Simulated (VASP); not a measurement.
# ZrSe2 (P-3m1) in VASP: notebook, part 2 of 2

VASP 6.6.1. Earlier steps stand in the parts before.

## Step 3: Relaxation of cell and atoms, rev-vdW-DF2

This run uses another cell than the first one, of 25.18 Å³/atom, 0.976 times its volume.

The input, INCAR:

```
  AGGAC = 0.0
  ALGO = Normal
  EDIFF = 1E-7
  EDIFFG = -0.005
  ENCUT = 600
  GGA = MK
  IBRION = 2
  ISIF = 3
  ISMEAR = 0
  LASPH = True
  LCHARG = False
  LREAL = False
  LUSE_VDW = True
  LWAVE = False
  NELM = 80
  NSW = 90
  PARAM1 = 0.1234
  PARAM2 = 0.711357
  PREC = Accurate
  SIGMA = 0.03
  ZAB_VDW = -1.8867
```

The input, KPOINTS:

```
k-points
0
Gamma
  9 9 5
```

The input, POSCAR:

```
ZrSe2                                   
1.0
    3.7669443609     -0.0000000000     -0.0000000000
   -1.8834721805      3.2622695077     -0.0000000000
    0.0000000000     -0.0000000000      6.1463206993
  Zr              Se            
     1     2
Direct
     0.0000000000000000    0.0000000000000000    0.0000000000000000
     0.3333333300000021    0.6666666699999979    0.2594490038740639
     0.6666666699999979    0.3333333300000021    0.7405509961259361
```

Potentials or basis: VASP PAW PBE potentials, release 64 (Zr_sv, Se).

Command:

```sh
$ cat potpaw_PBE.64/Zr_sv/POTCAR potpaw_PBE.64/Se/POTCAR > POTCAR
$ mpirun -np 1 vasp_std > vasp.out
```

OUTCAR:

```text
EDIFF = 1E-7
   EDIFFG = -0.005
   ENCUT = 600
   GGA = MK
   IBRION = 2
   ISIF = 3
   ISMEAR = 0
   LASPH = True
   LREAL = False
   NELM = 80
   NSW = 90
   PREC = Accurate

 ion  position               nearest neighbor table
   1  0.000  0.000  0.000-   2 2.70   3 2.70   2 2.70   3 2.70   3 2.70   2 2.70
   2  0.333  0.667  0.259-   1 2.70   1 2.70   1 2.70
   3  0.667  0.333  0.741-   1 2.70   1 2.70   1 2.70

  LATTYP: Found a hexagonal cell.
 ALAT       =     3.7669443609
 C/A-ratio  =     1.6316462656

  Lattice vectors:

 A1 = (   3.7669443609,   0.0000000000,   0.0000000000)
 A2 = (  -1.8834721805,   3.2622695077,   0.0000000000)
 A3 = (   0.0000000000,   0.0000000000,   6.1463206993)

Analysis of symmetry for initial positions (statically):
=====================================================================
 Subroutine PRICEL returns:
 Original cell was already a primitive cell.

 Routine SETGRP: Setting up the symmetry group for a
 hexagonal supercell.

 Subroutine GETGRP returns: Found 12 space group operations
 (whereof 12 operations were pure point group operations)
 out of a pool of 24 trial point group operations.

The static configuration has the point symmetry D_3d.

Analysis of symmetry for dynamics (positions and initial velocities):
=====================================================================
 Subroutine PRICEL returns:
 Original cell was already a primitive cell.

 Routine SETGRP: Setting up the symmetry group for a
 hexagonal supercell.

 Subroutine GETGRP returns: Found 12 space group operations
 (whereof 12 operations were pure point group operations)
 out of a pool of 24 trial point group operations.

The dynamic configuration has the point symmetry D_3d.

 Subroutine INISYM returns: Found 12 space group operations
 (whereof 12 operations are pure point group operations),
 and found     1 'primitive' translations

----------------------------------------------------------------------------------------

                                     Primitive cell

  volume of cell :      75.5308

  direct lattice vectors                    reciprocal lattice vectors
     3.766944361  0.000000000  0.000000000     0.265467154  0.153267533  0.000000000
    -1.883472181  3.262269508  0.000000000     0.000000000  0.306535066  0.000000000
     0.000000000  0.000000000  6.146320699     0.000000000  0.000000000  0.162698962

  length of vectors
     3.766944361  3.766944358  6.146320699     0.306535066  0.306535066  0.162698962

  position of ions in fractional coordinates (direct lattice)
     0.000000000  0.000000000  0.000000000
     0.333333330  0.666666670  0.259449004
     0.666666670  0.333333330  0.740550996

  ion indices of the primitive-cell ions
   primitive index   ion index
                 1           1
                 2           2
                 3           3

----------------------------------------------------------------------------------------

 KPOINTS: k-points

Automatic generation of k-mesh.
 Grid dimensions read from file:
 generate k-points for:    9    9    5

 Generating k-lattice:
[... 44 lines left out ...]
   k-points           NKPTS =     50   k-points in BZ     NKDIM =     50   number of bands    NBANDS=     16
   number of dos      NEDOS =    301   number of ions     NIONS =      3
   total plane-waves  NPLWV =  45000
   dimension x,y,z NGX =    30 NGY =   30 NGZ =   50
   dimension x,y,z NGXF=    60 NGYF=   60 NGZF=  100
   ions per type =               1   2
   NGX,Y,Z   is equivalent  to a cutoff of  13.24, 13.24, 13.52 a.u.
   NGXF,Y,Z  is equivalent  to a cutoff of  26.48, 26.48, 27.05 a.u.
 SYSTEM =  unknown system
   PREC   = accura    normal or accurate (medium, high low for compatibility)
   ISTART =      0    job   : 0-new  1-cont  2-samecut
   ICHARG =      2    charge: 1-file 2-atom 10-const
   ISPIN  =      1    spin polarized calculation?
   LNONCOLLINEAR =      F non collinear calculations
   LSORBIT =      F    spin-orbit coupling
   LASPH  =      T    aspherical Exc in radial PAW
   ENCUT  =  600.0 eV  44.10 Ry    6.64 a.u.   7.52  7.52 12.28*2*pi/ulx,y,z
   NELM   =     80;   NELMIN=  2; NELMDL= -5     # of ELM steps
   EDIFF  = 0.1E-06   stopping-criterion for ELM
   LREAL  =      F    real-space projection
   EDIFFG = -.5E-02   stopping-criterion for IOM
   NSW    =     90    number of steps for IOM
   IBRION =      2    ionic relax: 0-MD 1-quasi-New 2-CG
   NFREE  =      1    steps in history (QN), initial steepest desc. (CG)
   ISIF   =      3    stress and relaxation
   ISYM   =      2    0-nonsym 1-usesym 2-fastsym
   POTIM  = 0.5000    time-step for ionic-motion
   TEBEG  =    0.0;   TEEND  =   0.0 temperature during run
   PSTRESS=    0.0 pullay stress
   NELECT =      24.0000    total number of electrons
   NUPDOWN=      -1.0000    fix difference up-down
   EMIN   =  10.00;   EMAX   =-10.00  energy-range for DOS
   EFERMI =   0.00;   METHOD = LEGACY
   ISMEAR =     0;   SIGMA  =   0.03  broadening in eV -4-tet -1-fermi 0-gaus
   EFERMI_NEDOS =   21; number of points for ismear=-14 and -15
   IALGO  =     38    algorithm
   IMIX   =      4    mixing-type and parameters
     AMIX     =   0.40;   BMIX     =  1.00
     AMIX_MAG =   1.60;   BMIX_MAG =  1.00
  volume/ion in A,a.u.               =      25.18       169.90
  Fermi-wavevector in a.u.,A,eV,Ry     =   1.117130  2.111070 16.979800  1.247980
  Thomas-Fermi vector in A             =   2.253750
   LORBIT       =      0    0 simple, 1 ext, 2 COOP (PROOUT), +10 PAW based schemes
   GGA     = MK    functional components
   LHFCALC =     F    Hartree Fock is set to
   AEXX    =    0.0000 exact exchange contribution
   IVDW_NL    =     1    kernel type
   BPARAM     = 6.3000
   IVDW    =     0    specifies the selected vdW correction
   LEPSILON=     F    determine dielectric tensor
   LRPA    =     F    only Hartree local field effects (RPA)
 conjugate gradient relaxation of ions
 non-spin polarized calculation
 Gauss-broadening in eV      SIGMA  =   0.03
  energy-cutoff  :      600.00
  volume of cell :       75.53
 maximum number of plane-waves:      2551
 NGX is ok and might be reduce to    30
   NGX = 15   NGY = 15   NGZ = 25

--------------------------------------- Ionic step        1  -------------------------------------------

 number of electron      24.0000002 magnetization

 Free energy of the ion-electron system (eV)
  ---------------------------------------------------
  ext. energy  EPLUGINS =         0.00000000
  ---------------------------------------------------
  free energy    TOTEN  =       -14.58085084 eV

  energy without entropy =      -14.58085084  energy(sigma->0) =      -14.58085084

------------------------ aborting loop because EDIFF is reached ----------------------------------------

  FORCE on cell =-STRESS in cart. coord.  units (eV):
  Direction    XX          YY          ZZ          XY          YZ          ZX
  --------------------------------------------------------------------------------------
  -------------------------------------------------------------------------------------
  Total       -0.0092568     -0.0092568     -0.0211322      0.0000000      0.0000000      0.0000000
  in kB       -0.1963579     -0.1963579     -0.4482613      0.0000000      0.0000000      0.0000000
  external PRESSURE =      -0.2803257 kB  Pullay stress =       0.0000000 kB
[... 65 lines left out ...]
--------------------------------------- Ionic step        3  -------------------------------------------

 number of electron      24.0000002 magnetization

 Free energy of the ion-electron system (eV)
  ---------------------------------------------------
  ext. energy  EPLUGINS =         0.00000000
  ---------------------------------------------------
  free energy    TOTEN  =       -14.58085386 eV

  energy without entropy =      -14.58085386  energy(sigma->0) =      -14.58085386

 E-fermi :   4.5737     XC(G=0):  -9.6994

 val. band max:        4.4788235672   @ k =   0.0000   0.0000   0.0000
 cond. band min:       4.6763437604   @ k =   0.0000   0.4444   0.4000
 fundamental gap:      0.1975201932
 Fermi energy:         4.5736632890

 k-point     1 :       0.0000    0.0000    0.0000
  band No.  band energies     occupation
      1     -45.0490      2.00000
      2     -23.1056      2.00000
      3     -22.9994      2.00000
      4     -22.9994      2.00000
      5      -8.8571      2.00000
      6      -7.5783      2.00000
[... 433 lines left out ...]
      3     -23.0763      2.00000
      4     -23.0330      2.00000
      5      -8.1724      2.00000
      6      -7.6448      2.00000
[... 8 lines left out ...]
     15       7.1719      0.00000
     16       8.0268      0.00000

 [... further k-points ...]

------------------------ aborting loop because EDIFF is reached ----------------------------------------

  FORCE on cell =-STRESS in cart. coord.  units (eV):
  Direction    XX          YY          ZZ          XY          YZ          ZX
  --------------------------------------------------------------------------------------
  -------------------------------------------------------------------------------------
  Total        0.0082873      0.0082873      0.0013274     -0.0000000     -0.0000000     -0.0000000
  in kB        0.1758488      0.1758488      0.0281669     -0.0000000     -0.0000000     -0.0000000
  external PRESSURE =       0.1266215 kB  Pullay stress =       0.0000000 kB
[... 22 lines left out ...]
  energy  without entropy=      -14.5808538592  energy(sigma->0) =      -14.58085386

Total vdW correction in eV:      3.4725557

 reached required accuracy - stopping structural energy minimisation
```

It took 2.5 min on 1 thread of Intel Xeon 6975P-C (Granite Rapids), shared host; peak memory 0.51 GiB.

Results:

| Quantity | Value |
| --- | --- |
| Free energy | -14.5809 eV |
| Relaxed volume | 25.17 Å³/atom |
| Relaxed cell | a = 3.767 Å, b = 3.767 Å, c = 6.145 Å, α = 90.00°, β = 90.00°, γ = 120.00° |
| Space group after relaxing (to 0.05 Å) | P-3m1 (No. 164) |
| Energy gained by relaxing | 0.0 meV/atom |
| Ionic steps | 3 |
| Pressure after relaxing | 0.0 GPa |
| Band gap on the k mesh | 0.20 eV, indirect (least direct gap 1.00 eV) |

Final structure:
```
Zr Se
1.0
     3.76666    0.00000    0.00000
    -1.88333    3.26202    0.00000
     0.00000    0.00000    6.14526
Zr Se
1 2
Direct
  0.00000 0.00000 0.00000
  0.33333 0.66667 0.25944
  0.66667 0.33333 0.74056
```

Caveat: the PAW data sets were made with another functional, which shifts forces and pressure a little; an odd mesh through Γ misses points on the zone boundary, where band edges often lie.
